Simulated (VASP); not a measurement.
# SbS2 (Im-3m) in VASP: single point with PBE

Aim: the single point of SbS2 with PBE.

All numbers are computed with VASP 6.6.1; they aren't measurements. Logs are shortened: lines on timing, memory, paths and dates and some standing lists are left out, and cuts for length are marked.

## (1) The crystal as given

The structure is cubic, space group Im-3m (No. 229). The conventional cell has a = 12.057 Å, b = 12.057 Å, c = 12.057 Å, α = 90.00°, β = 90.00°, γ = 90.00°. Around Sb (site symmetry -4m2) lie 4 S at 2.16 Å. S (site symmetry mm2) is surrounded by 2 Sb at 2.16 Å.

The cell was built by a generator and needn't be a form met in nature.

## (2) Single point, PBE

The input, INCAR:

```
ALGO = Fast
EDIFF = 1E-6
ENCUT = 520
GGA = PE
ISIF = 2
ISMEAR = 0
LASPH = T
LCHARG = T
LELF = T
LREAL = Auto
LVHAR = T
LWAVE = F
NBANDS = 66
NELM = 100
PREC = Accurate
SIGMA = 0.1
```

The input, KPOINTS:

```
k-points
0
Gamma
  2 2 2
```

The input, POSCAR:

```
SbS2
1.0
   -6.0285048500      6.0285048500      6.0285048500
    6.0285048500     -6.0285048500      6.0285048500
    6.0285048500      6.0285048500     -6.0285048500
Sb S
6 12
Direct
    0.7500000000      0.2500000000      0.5000000000
    0.2500000000      0.7500000000      0.5000000000
    0.5000000000      0.2500000000      0.7500000000
    0.7500000000      0.5000000000      0.2500000000
    0.5000000000      0.7500000000      0.2500000000
    0.2500000000      0.5000000000      0.7500000000
    0.6044735700      0.2089471400      0.6044735700
    0.7910528600      0.3955264300      0.3955264300
    0.6044735700      0.0000000000      0.3955264300
    0.0000000000      0.3955264300      0.6044735700
    0.3955264300      0.0000000000      0.6044735700
    0.0000000000      0.6044735700      0.3955264300
    0.3955264300      0.7910528600      0.3955264300
    0.2089471400      0.6044735700      0.6044735700
    0.6044735700      0.3955264300      0.0000000000
    0.3955264300      0.3955264300      0.7910528600
    0.6044735700      0.6044735700      0.2089471400
    0.3955264300      0.6044735700      0.0000000000
```

Potentials or basis: VASP PAW PBE potentials, release 64 (Sb, S).

On the command line:

```bash
cat potpaw_PBE.64/Sb/POTCAR potpaw_PBE.64/S/POTCAR > POTCAR
mpirun -np 1 vasp_std > vasp.out
```

OUTCAR:

```text
EDIFF = 1E-6
   ENCUT = 520
   GGA = PE
   ISIF = 2
   ISMEAR = 0
   LASPH = T
   LREAL = Auto
   NELM = 100
   PREC = Accurate

 ion  position               nearest neighbor table
   1  0.750  0.250  0.500-   9 2.16  10 2.16   7 2.16   8 2.16
   2  0.250  0.750  0.500-  11 2.16  12 2.16  13 2.16  14 2.16
   3  0.500  0.250  0.750-  11 2.16  15 2.16   7 2.16  16 2.16
   4  0.750  0.500  0.250-  12 2.16  15 2.16   8 2.16  17 2.16
   5  0.500  0.750  0.250-   9 2.16  18 2.16  17 2.16  13 2.16
   6  0.250  0.500  0.750-  10 2.16  18 2.16  16 2.16  14 2.16
[... 10 lines left out ...]
  17  0.604  0.604  0.209-   4 2.16   5 2.16  15 2.52  18 2.52
  18  0.396  0.604  0.000-   5 2.16   6 2.16  16 2.52  17 2.52

  LATTYP: Found a body centered cubic cell.
 ALAT       =    12.0570097000

  Lattice vectors:

 A1 = (  -6.0285048500,   6.0285048500,   6.0285048500)
 A2 = (   6.0285048500,  -6.0285048500,   6.0285048500)
 A3 = (   6.0285048500,   6.0285048500,  -6.0285048500)

Analysis of symmetry for initial positions (statically):
=====================================================================
 Subroutine PRICEL returns:
 Original cell was already a primitive cell.

 Routine SETGRP: Setting up the symmetry group for a
 body centered cubic supercell.

 Subroutine GETGRP returns: Found 48 space group operations
 (whereof 48 operations were pure point group operations)
 out of a pool of 48 trial point group operations.

The static configuration has the point symmetry O_h .

Analysis of symmetry for dynamics (positions and initial velocities):
=====================================================================
 Subroutine PRICEL returns:
 Original cell was already a primitive cell.

 Routine SETGRP: Setting up the symmetry group for a
 body centered cubic supercell.

 Subroutine GETGRP returns: Found 48 space group operations
 (whereof 48 operations were pure point group operations)
 out of a pool of 48 trial point group operations.

The dynamic configuration has the point symmetry O_h .

 Subroutine INISYM returns: Found 48 space group operations
 (whereof 48 operations are pure point group operations),
 and found     1 'primitive' translations

----------------------------------------------------------------------------------------

                                     Primitive cell

  volume of cell :     876.3727

  direct lattice vectors                    reciprocal lattice vectors
    -6.028504850  6.028504850  6.028504850     0.000000000  0.082939305  0.082939305
     6.028504850 -6.028504850  6.028504850     0.082939305  0.000000000  0.082939305
     6.028504850  6.028504850 -6.028504850     0.082939305  0.082939305  0.000000000

  length of vectors
    10.441676694 10.441676694 10.441676694     0.117293889  0.117293889  0.117293889

  position of ions in fractional coordinates (direct lattice)
     0.750000000  0.250000000  0.500000000
     0.250000000  0.750000000  0.500000000
     0.500000000  0.250000000  0.750000000
     0.750000000  0.500000000  0.250000000
     0.500000000  0.750000000  0.250000000
     0.250000000  0.500000000  0.750000000
[... 10 lines left out ...]
     0.604473570  0.604473570  0.208947140
     0.395526430  0.604473570  0.000000000

  ion indices of the primitive-cell ions
   primitive index   ion index
                 1           1
                 2           2
                 3           3
                 4           4
                 5           5
                 6           6
[... 10 lines left out ...]
                17          17
                18          18

----------------------------------------------------------------------------------------

 KPOINTS: k-points

Automatic generation of k-mesh.
 Grid dimensions read from file:
 generate k-points for:    2    2    2

 Generating k-lattice:

  Cartesian coordinates                     Fractional coordinates (reciprocal lattice)
     0.000000000  0.041469652  0.041469652     0.500000000  0.000000000  0.000000000
     0.041469652  0.000000000  0.041469652     0.000000000  0.500000000  0.000000000
     0.041469652  0.041469652  0.000000000     0.000000000  0.000000000  0.500000000

  Length of vectors
     0.058646945  0.058646945  0.058646945

  Shift w.r.t. Gamma in fractional coordinates (k-lattice)
     0.000000000  0.000000000  0.000000000

 Subroutine IBZKPT returns following result:
 ===========================================

 Found      3 irreducible k-points:

 Following reciprocal coordinates:
            Coordinates               Weight
  0.000000  0.000000  0.000000      1.000000
  0.500000  0.000000  0.000000      6.000000
  0.500000  0.500000  0.500000      1.000000
   k-points           NKPTS =      3   k-points in BZ     NKDIM =      3   number of bands    NBANDS=     66
   number of dos      NEDOS =    301   number of ions     NIONS =     18
   total plane-waves  NPLWV = 512000
   dimension x,y,z NGX =    80 NGY =   80 NGZ =   80
   dimension x,y,z NGXF=   160 NGYF=  160 NGZF=  160
   ions per type =               6  12
   NGX,Y,Z   is equivalent  to a cutoff of  12.74, 12.74, 12.74 a.u.
   NGXF,Y,Z  is equivalent  to a cutoff of  25.47, 25.47, 25.47 a.u.
 SYSTEM =  unknown system
   PREC   = accura    normal or accurate (medium, high low for compatibility)
   ISTART =      0    job   : 0-new  1-cont  2-samecut
   ICHARG =      2    charge: 1-file 2-atom 10-const
   ISPIN  =      1    spin polarized calculation?
   LNONCOLLINEAR =      F non collinear calculations
   LSORBIT =      F    spin-orbit coupling
   LASPH  =      T    aspherical Exc in radial PAW
   ENCUT  =  520.0 eV  38.22 Ry    6.18 a.u.  19.41 19.41 19.41*2*pi/ulx,y,z
   NELM   =    100;   NELMIN=  2; NELMDL= -5     # of ELM steps
   EDIFF  = 0.1E-05   stopping-criterion for ELM
   LREAL  =      T    real-space projection
   EDIFFG = 0.1E-04   stopping-criterion for IOM
   NSW    =      0    number of steps for IOM
   IBRION =     -1    ionic relax: 0-MD 1-quasi-New 2-CG
   NFREE  =      0    steps in history (QN), initial steepest desc. (CG)
   ISIF   =      2    stress and relaxation
   ISYM   =      2    0-nonsym 1-usesym 2-fastsym
   POTIM  = 0.5000    time-step for ionic-motion
   TEBEG  =    0.0;   TEEND  =   0.0 temperature during run
   PSTRESS=    0.0 pullay stress
   NELECT =     102.0000    total number of electrons
   NUPDOWN=      -1.0000    fix difference up-down
   EMIN   =  10.00;   EMAX   =-10.00  energy-range for DOS
   EFERMI =   0.00;   METHOD = LEGACY
   ISMEAR =     0;   SIGMA  =   0.10  broadening in eV -4-tet -1-fermi 0-gaus
   EFERMI_NEDOS =   21; number of points for ismear=-14 and -15
   IALGO  =     68    algorithm
   IMIX   =      4    mixing-type and parameters
     AMIX     =   0.40;   BMIX     =  1.00
     AMIX_MAG =   1.60;   BMIX_MAG =  1.00
  volume/ion in A,a.u.               =      48.69       328.56
  Fermi-wavevector in a.u.,A,eV,Ry     =   0.799304  1.510465  8.692582  0.638887
  Thomas-Fermi vector in A             =   1.906382
   LORBIT       =      0    0 simple, 1 ext, 2 COOP (PROOUT), +10 PAW based schemes
   GGA     = PE    functional components
   LHFCALC =     F    Hartree Fock is set to
   AEXX    =    0.0000 exact exchange contribution
   IVDW    =     0    specifies the selected vdW correction
   LEPSILON=     F    determine dielectric tensor
   LRPA    =     F    only Hartree local field effects (RPA)
 non-spin polarized calculation
 RMM-DIIS sequential band-by-band and
 Gauss-broadening in eV      SIGMA  =   0.10
  energy-cutoff  :      520.00
  volume of cell :      876.37
 maximum number of plane-waves:     23636
 NGX is ok and might be reduce to    80
   NGX = 39   NGY = 39   NGZ = 39

 number of electron     102.0000002 magnetization

 Free energy of the ion-electron system (eV)
  ---------------------------------------------------
  ext. energy  EPLUGINS =         0.00000000
  ---------------------------------------------------
  free energy    TOTEN  =       -41.45006440 eV

  energy without entropy =      -41.38566194  energy(sigma->0) =      -41.41786317

 E-fermi :   1.2420     XC(G=0):  -5.2206

 val. band max:        1.2036492995   @ k =   0.5000   0.5000   0.5000
 cond. band min:       1.2696853273   @ k =   0.5000   0.0000   0.0000
 fundamental gap:      0.0660360279
 Fermi energy:         1.2419696819

 k-point     1 :       0.0000    0.0000    0.0000
  band No.  band energies     occupation
      1     -16.8101      2.00000
      2     -15.9717      2.00000
      3     -15.9717      2.00000
      4     -15.5204      2.00000
      5     -15.5204      2.00000
      6     -15.5204      2.00000
[... 55 lines left out ...]
     62       4.3094      0.00000
     63       4.3165      0.00000

 k-point     2 :       0.5000    0.0000    0.0000
  band No.  band energies     occupation
      1     -16.6285      2.00000
      2     -16.4458      2.00000
      3     -16.1038      2.00000
      4     -15.5206      2.00000
      5     -15.0319      2.00000
      6     -14.8571      2.00000
[... 55 lines left out ...]
     62       3.8712      0.00000
     63       4.3167      0.00000

 k-point     3 :       0.5000    0.5000    0.5000
  band No.  band energies     occupation
      1     -16.5795      2.00000
      2     -16.5795      2.00000
      3     -15.5208      2.00000
      4     -15.5208      2.00000
      5     -15.5208      2.00000
      6     -15.5011      2.00000
[... 55 lines left out ...]
     62       4.1327      0.00000
     63       4.1342      0.00000
 [bands above 63 left out]

------------------------ aborting loop because EDIFF is reached ----------------------------------------

  FORCE on cell =-STRESS in cart. coord.  units (eV):
  Direction    XX          YY          ZZ          XY          YZ          ZX
  --------------------------------------------------------------------------------------
  -------------------------------------------------------------------------------------
  Total      128.7006668    128.7006668    128.7006668     -0.0000000      0.0000000     -0.0000000
  in kB      235.2894985    235.2894985    235.2894985     -0.0000000      0.0000000     -0.0000000
  external PRESSURE =     235.2894985 kB  Pullay stress =       0.0000000 kB

 VOLUME and BASIS-vectors are now :
 -----------------------------------------------------------------------------
  energy-cutoff  :      520.00
  volume of cell :      876.37
      direct lattice vectors                 reciprocal lattice vectors
    -6.028504850  6.028504850  6.028504850     0.000000000  0.082939305  0.082939305
     6.028504850 -6.028504850  6.028504850     0.082939305  0.000000000  0.082939305
     6.028504850  6.028504850 -6.028504850     0.082939305  0.082939305  0.000000000

 POSITION                                       TOTAL-FORCE (eV/Angst)
 -----------------------------------------------------------------------------------
      0.00000      6.02850      3.01425         0.000000     -0.000000     -0.000000
      6.02850      0.00000      3.01425         0.000000     -0.000000     -0.000000
      3.01425      6.02850      0.00000         0.000000     -0.000000     -0.000000
      0.00000      3.01425      6.02850         0.000000     -0.000000     -0.000000
      3.01425      0.00000      6.02850         0.000000     -0.000000     -0.000000
      6.02850      3.01425      0.00000         0.000000     -0.000000     -0.000000
[... 10 lines left out ...]
      1.25964      1.25964      6.02850         0.509008      0.509008     -0.000000
      1.25964     -1.25964      6.02850         0.509008     -0.509008     -0.000000
 -----------------------------------------------------------------------------------
    total drift:                               -0.000000      0.000000      0.000000

  FREE ENERGIE OF THE ION-ELECTRON SYSTEM (eV)
  ---------------------------------------------------
  free  energy   TOTEN  =       -41.4500644015 eV

  energy  without entropy=      -41.3856619365  energy(sigma->0) =      -41.41786317
```

Run time: 13 min. Hardware: 1 thread of AMD EPYC 7R13 (Zen 3), shared host; peak memory 0.95 GiB.

Results:

```yaml
Free_energy: -41.4501 eV
Pressure: 23.5 GPa
Largest_force: 0.720 eV/Å
Band_gap_on_the_k_mesh: none (metal or under the smearing width)
```

Forces in eV/Å, atoms in the order of the input:
```
Sb   0.000  0.000  0.000
Sb   0.000  0.000  0.000
Sb   0.000  0.000  0.000
Sb   0.000  0.000  0.000
Sb   0.000  0.000  0.000
Sb   0.000  0.000  0.000
S    0.509  0.000  0.509
S    0.000 -0.509 -0.509
S   -0.509  0.000  0.509
S    0.000  0.509 -0.509
S    0.509  0.000 -0.509
S    0.000 -0.509  0.509
S   -0.509  0.000 -0.509
S    0.000  0.509  0.509
S   -0.509  0.509  0.000
S   -0.509 -0.509  0.000
S    0.509  0.509  0.000
S    0.509 -0.509  0.000
```

Levels at points of the mesh, in eV from the Fermi level:
```
           k point  band 51  band 52  band 53  band 54  band 55  band 56
(0.00, 0.00, 0.00)    -0.96    -0.11    -0.11    -0.11     1.82     2.25
(0.50, 0.00, 0.00)     0.03     0.50     0.78     1.11     1.36     1.70
(0.50, 0.50, 0.50)    -0.04    -0.04    -0.04     0.96     1.29     1.73
```

Caveat: the k mesh is coarse (spacing up to 0.37 Å⁻¹), so the values aren't converged; so large a pressure means that the cell lies far from this level's equilibrium, or that cutoff or potentials fall short. Spin-orbit coupling is left out, which matters for the levels of Sb.
